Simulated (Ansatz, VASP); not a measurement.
# Al in two plane-wave programs

Aim: how closely do two programs agree when they are given the same cell, functional and k mesh? Of the first pair: The structure shown is the start of the Ansatz relaxation below; VASP solves that cell, so the two are compared at the walk's first step.

Program: Ansatz 0.2.0. Level of theory: plane waves, with VASP 6.6.1 beside it; single point at PBE. Results are calculated unless marked as measured.

## Step 1: The structure

The cell holds 6 atoms: 6 Al. Its edges and angles: a = 4.040 Å, b = 2.857 Å, c = 21.142 Å, α = 90.0°, β = 90.0°, γ = 90.0°. It derives from Al. Vacuum lies along c.

## Step 2: Ansatz: relaxation, PBE

Ansatz runs on its default PAW (the set named soft_2) files.

The two programs are compared at the cell with which this relaxation starts, whose forces are those of its first step.

File input.yaml:

```yaml
crystal:
  lattice:
    - [4.04, 0.0, 0.0]
    - [0.0, 2.856711396, 0.0]
    - [0.0, 0.0, 21.14177849]
  atoms:
    - { symbol: Al, position: [0.0, 0.0, 0.668902027] }
    - { symbol: Al, position: [0.5, 0.5, 0.601341216] }
    - { symbol: Al, position: [0.0, 0.0, 0.533780405] }
    - { symbol: Al, position: [0.5, 0.5, 0.466219595] }
    - { symbol: Al, position: [0.0, 0.0, 0.398658784] }
    - { symbol: Al, position: [0.5, 0.5, 0.331097973] }
kpoints:
  mp_grid: { grid: [10, 14, 1] }
scf:
  occupations: { method: fermi_dirac, width: 0.05 }
  n_extra_bands: 12
hamiltonian:
  xc: pbe
  pseudopotentials: { kind: paw }
output:
  forces: true
  write_potential: true
  volumetric_format: []
  dos:
    projected: true
    de: 0.05
    e_range: [-30, 12]
    method: { smearing: { sigma: 0.1, scheme: gaussian } }
relax:
  f_tol: 0.03
  max_steps: 50
  constraints: [{ sites: [3] }]
```

The run is started by

```console
$ ansatz run input.yaml --threads 4 --pin off --max-ram 14336MiB --backend cpu --events-out ev --progress --plain --runs-dir out
```

Numbers of over 12 decimals in the logs are rounded to 6 here.

Output:

```text
Warning: crystal.symmetry: narrowed to the stabiliser of the relax constraints — unitary ops 8 → 4; lowered at sites 2, 3 (the operations that carried what is held of a site onto what its image site leaves free; the constrained walk keeps no symmetry that its constraints do not admit)
scf.n_extra_bands = 12 over 9 filled bands (N_el = 18.0): the run solves 21 bands
Engine: ansatz 0.2.0, aarch64-unknown-linux-gnu
Pseudopotentials: kind: paw
Pseudopotential: Al, paw, valence charge 3, recommended cutoff 420 eV (normal), Al.paw.azcp
Functional definition: PBE
  parameter kappa = 0.804
  parameter beta = 0.066725
  exchange = pbe_x(kappa = kappa, mu = beta*pi^2/3)
  correlation = pbe_c(beta = beta)
Crystal: 6 atoms, lattice volume = 244.000 Å³
Basis set: ecut = 420 eV, 4783 PW (Γ), exchange–correlation on 60×40×288 points (8 copies of the dense FFT grid, shifted against one another)
Bands: 21, of which v1, the nominal top of the filled ones, is band 9 counted from 1 (8 counted from 0)
Symmetry: 4 space group operations
k-points: 48 of 140
Non-local potential: Al, projectors of the file, l = 0: 2, l = 1: 2, l = 2: 1
PAW form: soft (Blöchl's): semilocal exchange-correlation on the pseudo side does not see the compensation charge
PAW one-centre angular grid: Al, 110 points (default); XC on 64 Gauss nodes
Initial density: superposition of atomic densities (neutral atoms: chi_scale 0, normalization atom), corrected by the library's trained network
Initial wavefunctions: pseudopotential atomic-orbital guess
Functional: x = pbe(κ = 0.804, μ = 0.219515), c = pbe(β = 0.066725)
SCF iter   1: F=—  HF=-3223.483540 eV  |F-HF|=—  |Δ(HF+E_count)|=         —  Δρ=1.35e-3  dr2=1.08e-2  ethr=1.77e-3  ⟨swp⟩=8.4  Hψ=7015  notcnv=0  defer=50
preconditioner: auto → LDOS  [metal: Δε(μ)=0.007 eV  Ē_g=7.694 eV  σ=0.050 eV  W_gap=0.03  n_scr=20 (ndim 8)  ℏωp=10.1 eV  f_vac=0.450  D(μ)=4.22/eV (n_scr^D=20)  β→1.0]
SCF iter   2: F=—  HF=-3223.482824 eV  |F-HF|=—  |Δ(HF+E_count)|=   7.16e-4  Δρ=3.82e-4  dr2=5.02e-4  ethr=5.99e-5  ⟨swp⟩=3.1  Hψ=2060  notcnv=0  defer=160
SCF iter   3: F=—  HF=-3223.483058 eV  |F-HF|=—  |Δ(HF+E_count)|=   2.34e-4  Δρ=1.17e-4  dr2=1.12e-4  ethr=2.79e-6  ⟨swp⟩=2.5  Hψ=1449  notcnv=0  defer=160
iter 4 did not close the SCF: its close was put off for the readings that it lacked (scf_convergence_deferred on its scf_iter line)
SCF iter   4: F=-3223.483054 eV  HF=-3223.483056 eV  |F-HF|=1.57e-6  |Δ(HF+E_count)|=   2.82e-6  Δρ=3.84e-5  dr2=8.06e-6  ethr=6.23e-7  ⟨swp⟩=2.4  Hψ=1301  notcnv=0  defer=160
iter 5 did not close the SCF: its close was put off for the readings that it lacked (scf_convergence_deferred on its scf_iter line)
SCF iter   5: F=-3223.483057 eV  HF=-3223.483057 eV  |F-HF|=4.32e-8  |Δ(HF+E_count)|=   1.53e-6  Δρ=6.18e-6  dr2=3.38e-7  ethr=4.48e-8  ⟨swp⟩=2.4  Hψ=1347  notcnv=0  defer=160
SCF iter   6: F=-3223.483057 eV  HF=-3223.483057 eV  |F-HF|=7.53e-9  |Δ(HF+E_count)|=   1.41e-7  Δρ=1.55e-6  dr2=1.02e-8  ethr=1.88e-9  ⟨swp⟩=13.0  Hψ=7235  notcnv=0
SCF 1 converged in 6 iterations: F = -3223.483057 eV  dr2 = 1.02e-8
  greatest PAW one-centre occupation: 0.486 electrons in one spin orbital (limit 2), on the Al atom at site 5 (counted from 0), in its partial waves of l = 0
relax step   1: F+E_penalty+E_count = -3223.48305730 eV  Δ(F+E_penalty+E_count) = +0.000e0 eV  max|allowed force component| = 2.390e-1 eV/Å  Δτ_max = 0.0000 Å  (6 SCF iters, dr2 threshold 2.25e-5 eV, accepted)
[...]
relax step   2: F+E_penalty+E_count = -3223.51870152 eV  Δ(F+E_penalty+E_count) = -3.564e-2 eV  max|allowed force component| = 9.765e-2 eV/Å  Δτ_max = 0.0912 Å  (5 SCF iters, dr2 threshold 3.57e-6 eV, accepted)
[...]
relax step   3: F+E_penalty+E_count = -3223.52379732 eV  Δ(F+E_penalty+E_count) = -5.096e-3 eV  max|allowed force component| = 5.042e-2 eV/Å  Δτ_max = 0.0643 Å  (6 SCF iters, accepted)
[...]
relax step   4: F+E_penalty+E_count = -3223.52438228 eV  Δ(F+E_penalty+E_count) = -5.850e-4 eV  max|allowed force component| = 4.681e-3 eV/Å  Δτ_max = 0.0193 Å  (5 SCF iters, accepted)
NSCF: frozen V_eff on 48 k-points
the band table was solved once a step of the walk had ended and its energy, with any forces and stress, was formed, with the checks that follow a solve (7398 applications of the Hamiltonian). They found nothing against the state; the energy, forces and stress were not computed again (output.eigenvalues in the input reference)
WARN: The output density's exchange-correlation potential varies sharply where the density is thin. Do not read a vacuum level from v_tot or v_xc, or from such a field of the output density. On a cell that repeats whose density bears no net charge and no dipole along the vacuum's axis use v_es (v_loc + v_h of the components); under efield.dipole_correction with no amplitude use v_es + v_field, which holds any externa [...]
SCF converged after 5 iterations
Free energy (F): -3223.524382 eV
Harris-Foulkes:  -3223.524382 eV  (|F-HF|=2.98e-9)
Internal energy: -3223.498207 eV  (E = F + TS)
E sigma→0 (E₀):  -3223.511295 eV
Entropy (-TS):   -0.026175 eV (-4.363 meV/atom)
Fermi energy:    0.982155 eV
--- Per-component energies (eV) ---
  E_band       = -57.948905
  E_kinetic    = 130.877385
  E_local      = -3101.500278  (includes V_loc(G=0)·N_el)
  E_nonlocal   = 63.093594
  E_hartree    = 1520.197566
  E_xc         = -234.809060
  E_vxc        = -168.860710  (∫ρ·V_xc dr)
  E_paw        = -2803.965889  (= ΣΔE_a)
  E_vpaw       = -21.953202  (= ΣTr[D̂ρ^β])
  E_aug_tail   = -0.000013  (compensation charges beyond the density's cutoff)
  E_ewald      = 1202.608487
  E_smearing   = -0.026175  (= −TS)
  E_closure    = 0.000000  (closes the sum)
  Σ components = -3223.524382   (vs F -3223.524382, Δ=0.00e0)
--- Forces (eV/Å), atoms counted from 1 ---
  atom   1  Al     0.00000000     0.00000000     0.00162066
  atom   2  Al     0.00000000     0.00000000    -0.00294108
  atom   3  Al     0.00000000     0.00000000    -0.00287520
  atom   4  Al     0.00000000     0.00000000    -0.00117789
  atom   5  Al     0.00000000     0.00000000     0.00468077
  atom   6  Al     0.00000000     0.00000000     0.00069709
  max |Σ_I F_I| component: 4.35e-6 eV/Å
--- Band table (eV; the first three rows and the last of 48) ---
  k-point 0: bands = [... 5 lower, -1.5816, -0.5371, -0.2306, 0.8335, 1.0033, 1.2660, 3.2076, 3.3005, ... 8 higher]
  k-point 1: bands = [... 5 lower, -1.4954, -0.4527, -0.1427, 0.9126, 1.0888, 1.3502, 3.2811, 3.3726, ... 8 higher]
  k-point 2: bands = [... 5 lower, -1.2395, -0.1995, 0.1140, 1.1262, 1.3379, 1.6026, 3.0461, 3.4722, ... 8 higher]
  k-point 47: bands = [... 5 lower, -2.2200, -1.8702, -1.8701, -0.5343, -0.5342, 0.3881, 0.3882, 2.2990, ... 8 higher]
--- Relaxed structure (4 steps of the walk, 4 accepted, 0 SCFs on fresh bases) ---
  F+E_penalty+E_count = -3223.52438228 eV   max|allowed force component| = 4.681e-3 eV/Å
  atoms:
    - { symbol: Al, position: [0.0, 0.0, 0.662400] }
    - { symbol: Al, position: [0.5, 0.5, 0.602652] }
    - { symbol: Al, position: [0.0, 0.0, 0.529956] }
    - { symbol: Al, position: [0.5, 0.5, 0.466219595] }
    - { symbol: Al, position: [0.0, 0.0, 0.393483] }
    - { symbol: Al, position: [0.5, 0.5, 0.333727] }
```

In the SCF lines HF is the Harris–Foulkes energy and dr2 the Hartree energy of the density residual, in eV; the loop may stop once dr2 is under the threshold and the program's other checks hold. Hψ counts applications of the Hamiltonian.

## Step 3: VASP: single point, PBE, start cell, pair 1

The same cell, functional, mesh and smearing now go to VASP, with its own data sets.

Lines of VASP's logs that name or quote its potential files are left out, and so is its time.

File INCAR:

```
SYSTEM = Al
PREC = Accurate
ENCUT = 400
EDIFF = 1E-06
NELM = 120
ISMEAR = -1
SIGMA = 0.05
LREAL = .FALSE.
ALGO = Normal
GGA = PE
NBANDS = 15
LORBIT = 11
LWAVE = .FALSE.
LCHARG = .FALSE.
ISIF = 2
LASPH = .TRUE.
GGA_COMPAT = .FALSE.
KPAR = 2
```

File POSCAR:

```
Al
1.0
    4.0400000000      0.0000000000      0.0000000000
    0.0000000000      2.8567113960      0.0000000000
    0.0000000000      0.0000000000     21.1417784900
Al
6
Direct
    0.0000000000      1.0000000000      0.6689020040
    0.5000000000      0.5000000000      0.6013412024
    0.0000000000      1.0000000000      0.5337804010
    0.5000000000      0.5000000000      0.4662195758
    0.0000000000      1.0000000000      0.3986587743
    0.5000000000      0.5000000000      0.3310979728
```

File KPOINTS:

```
Automatic mesh
0
Gamma
10 14 1
0 0 0
```

PAW data sets: Al (PBE family, release 64).

The run is started by

```console
$ mpirun -np 2 vasp_std
```

Output:

```text
[banner, memory and clock lines left out]
running    2 mpi-ranks, on    1 nodes
 distrk:  each k-point on    1 cores,    2 groups
 distr:  one band on    1 cores,    1 groups

 POSCAR found type information on POSCAR Al
 POSCAR found :  1 types and       6 ions
 LDA part: xc-table for (Slater+PW92), standard interpolation
 POSCAR, INCAR and KPOINTS ok, starting setup
 FFT: planning ... GRIDC
 FFT: planning ... GRID_SOFT
 FFT: planning ... GRID
 WAVECAR not read
 entering main loop
       N       E                     dE             d eps       ncg     rms          rms(c)
DAV:   1     0.412797327076E+02    0.41280E+02   -0.48716E+03  1440   0.694E+02
DAV:   2    -0.196089746136E+02   -0.60889E+02   -0.57054E+02  2027   0.120E+02
DAV:   3    -0.220109530137E+02   -0.24020E+01   -0.23618E+01  1910   0.262E+01
DAV:   4    -0.221079447890E+02   -0.96992E-01   -0.96873E-01  2420   0.621E+00
DAV:   5    -0.221108444559E+02   -0.28997E-02   -0.28996E-02  2443   0.896E-01    0.372E+00
DAV:   6    -0.211087029163E+02    0.10021E+01   -0.40233E+00  1764   0.786E+00    0.202E+00
DAV:   7    -0.209922311160E+02    0.11647E+00   -0.36358E-01  1741   0.344E+00    0.117E+00
DAV:   8    -0.209464426353E+02    0.45788E-01   -0.13710E-01  1994   0.169E+00    0.335E-01
DAV:   9    -0.209446694406E+02    0.17732E-02   -0.25751E-02  1813   0.892E-01    0.199E-01
DAV:  10    -0.209427939522E+02    0.18755E-02   -0.37550E-03  1896   0.381E-01    0.979E-02
DAV:  11    -0.209425095553E+02    0.28440E-03   -0.15949E-03  1947   0.187E-01    0.454E-02
DAV:  12    -0.209424681680E+02    0.41387E-04   -0.38894E-04  1896   0.879E-02    0.211E-02
DAV:  13    -0.209424537042E+02    0.14464E-04   -0.16616E-04  1693   0.582E-02    0.116E-02
DAV:  14    -0.209425279447E+02   -0.74240E-04   -0.40183E-05  1748   0.298E-02    0.793E-03
DAV:  15    -0.209426222391E+02   -0.94294E-04   -0.31237E-05  1734   0.226E-02    0.680E-03
DAV:  16    -0.209427766196E+02   -0.15438E-03   -0.15613E-05  1755   0.151E-02    0.353E-03
DAV:  17    -0.209428745434E+02   -0.97924E-04   -0.59142E-06  1686   0.951E-03    0.188E-03
DAV:  18    -0.209429383676E+02   -0.63824E-04   -0.69188E-06  1518   0.655E-03    0.963E-04
DAV:  19    -0.209429499971E+02   -0.11629E-04   -0.11372E-06  1476   0.312E-03    0.512E-04
DAV:  20    -0.209429511326E+02   -0.11355E-05   -0.61202E-08  1189   0.109E-03    0.416E-04
DAV:  21    -0.209429513607E+02   -0.22805E-06   -0.13712E-08  1175   0.656E-04
   1 F= -.20942951E+02 E0= -.20926286E+02  d E =-.333300E-01
```

Parts of OUTCAR (step 3):

```text
ion  position               nearest neighbor table
   1  0.000  0.000  0.669-   3 2.86   2 2.86   2 2.86   2 2.86   2 2.86
   2  0.500  0.500  0.601-   3 2.86   3 2.86   3 2.86   3 2.86   1 2.86   1 2.86   1 2.86   1 2.86
                             4 2.86
   3  0.000  0.000  0.534-   1 2.86   2 2.86   2 2.86   2 2.86   2 2.86   5 2.86   4 2.86   4 2.86
                             4 2.86   4 2.86
   4  0.500  0.500  0.466-   6 2.86   5 2.86   5 2.86   5 2.86   5 2.86   2 2.86   3 2.86   3 2.86
                             3 2.86   3 2.86
   5  0.000  0.000  0.399-   4 2.86   4 2.86   4 2.86   4 2.86   6 2.86   6 2.86   6 2.86   6 2.86
                             3 2.86
   6  0.500  0.500  0.331-   4 2.86   5 2.86   5 2.86   5 2.86   5 2.86

  LATTYP: Found a simple orthorhombic cell.
 ALAT       =     2.8567113960
 B/A-ratio  =     1.4142135624
 C/A-ratio  =     7.4007400676

 Subroutine GETGRP returns: Found  8 space group operations
 (whereof  4 operations were pure point group operations)

The static configuration has the point symmetry C_2v.
 The point group associated with its full space group is D_2h.

 Found     48 irreducible k-points:

   k-points           NKPTS =     48   k-points in BZ     NKDIM =     48   number of bands    NBANDS=     15

   dimension x,y,z NGX =    28 NGY =   20 NGZ =  140
   dimension x,y,z NGXF=    56 NGYF=   40 NGZF=  280

   ENCUT  =  400.0 eV  29.40 Ry    5.42 a.u.   6.59  4.66 34.48*2*pi/ulx,y,z

   NELECT =      18.0000    total number of electrons

 k-points in reciprocal lattice and weights: Automatic mesh
   0.00000000  0.00000000  0.00000000       0.007
   0.10000000  0.00000000  0.00000000       0.014
   0.20000000  0.00000000  0.00000000       0.014
   0.30000000  0.00000000  0.00000000       0.014
   0.40000000  0.00000000  0.00000000       0.014
   0.50000000  0.00000000  0.00000000       0.007
   0.00000000  0.07142857  0.00000000       0.014
   0.10000000  0.07142857  0.00000000       0.029
   0.20000000  0.07142857  0.00000000       0.029
[...]
0.40000000  0.50000000  0.00000000       0.014
   0.50000000  0.50000000  0.00000000       0.007

 average (electrostatic) potential at core
       1 -79.8138       2 -79.7089       3 -79.7047       4 -79.7047       5 -79.7089
       6 -79.8138

 E-fermi :   0.9790

 k-point     1 :       0.0000    0.0000    0.0000
  band No.  band energies     occupation
    ...
      5      -1.7108      2.00000
      6      -1.5989      2.00000
      7      -0.3944      2.00000
      8      -0.2042      2.00000
      9       0.6328      1.99803
     10       1.1322      0.08910
     11       1.4855      0.00008
     12       3.1624      0.00000
     13       3.2744      0.00000
     14       3.8971      0.00000
    ...

 k-point     2 :       0.1000    0.0000    0.0000
  band No.  band energies     occupation
    ...
      5      -2.6731      2.00000
      6      -1.7337      2.00000
      7      -1.3240      2.00000
      8       0.2719      2.00000
      9       1.0134      0.66868
     10       1.0430      0.43479
     11       2.2979      0.00000
     12       2.8898      0.00000
     13       3.3605      0.00000
     14       4.2823      0.00000
    ...

 k-point     3 :       0.2000    0.0000    0.0000
  band No.  band energies     occupation
    ...
      4      -4.1943      2.00000
      5      -3.7583      2.00000
      6      -2.8569      2.00000
      7      -1.3973      2.00000
      8      -0.9233      2.00000
      9       1.0955      0.17722
     10       1.6888      0.00000
     11       2.9231      0.00000
     12       3.4900      0.00000
     13       4.1992      0.00000
    ...

  Total       -2.0771062     -1.3380459     -0.5821074      0.0000000      0.0000000      0.0000000
  in kB      -13.6389219     -8.7860230     -3.8222970      0.0000000      0.0000000      0.0000000
  external PRESSURE =      -8.7490806 kB  Pullay stress =       0.0000000 kB

  energy-cutoff  :      400.00
  volume of cell :      244.00
      direct lattice vectors                 reciprocal lattice vectors
     4.040000000  0.000000000  0.000000000     0.247524752  0.000000000  0.000000000
     0.000000000  2.856711396  0.000000000     0.000000000  0.350052862  0.000000000
     0.000000000  0.000000000 21.141778490     0.000000000  0.000000000  0.047299710

 POSITION                                       TOTAL-FORCE (eV/Angst)
 -----------------------------------------------------------------------------------
      0.00000      0.00000     14.14178         0.000000      0.000000     -0.209328
      2.02000      1.42836     12.71342         0.000000      0.000000      0.238131
      0.00000      0.00000     11.28507         0.000000      0.000000     -0.065460
      2.02000      1.42836      9.85671         0.000000      0.000000      0.065460
      0.00000      0.00000      8.42836         0.000000      0.000000     -0.238131
      2.02000      1.42836      7.00000         0.000000      0.000000      0.209328
 -----------------------------------------------------------------------------------
    total drift:                               -0.000000      0.000000      0.000052

  FREE ENERGIE OF THE ION-ELECTRON SYSTEM (eV)
  ---------------------------------------------------
  free  energy   TOTEN  =       -20.9429513607 eV

  energy  without entropy=      -20.9096213313  energy(sigma->0) =      -20.92628635

 total charge
# of ion       s       p       d       tot
------------------------------------------
    1        0.480   0.279   0.000   0.759
    2        0.434   0.331   0.000   0.765
    3        0.429   0.343   0.000   0.771
    4        0.429   0.343   0.000   0.771
    5        0.434   0.331   0.000   0.765
    6        0.480   0.279   0.000   0.759
--------------------------------------------------
tot          2.685   1.904   0.000   4.589

[... 3 further parts left out ...]
```

[end of part 1 of 2]

[Lines on the potential files, build, host, timing and source positions are cut from VASP's logs without a mark.]

[Logs are printed without paths, hosts, clocks, repeated set-up lines and the standing remarks that a program may print on its own settings, such as how far it seeks lower states.]

[Hosts, paths, dates, database ids (printed as entryN), source tags and the programs' standing remarks are cut or masked in the printed files.]
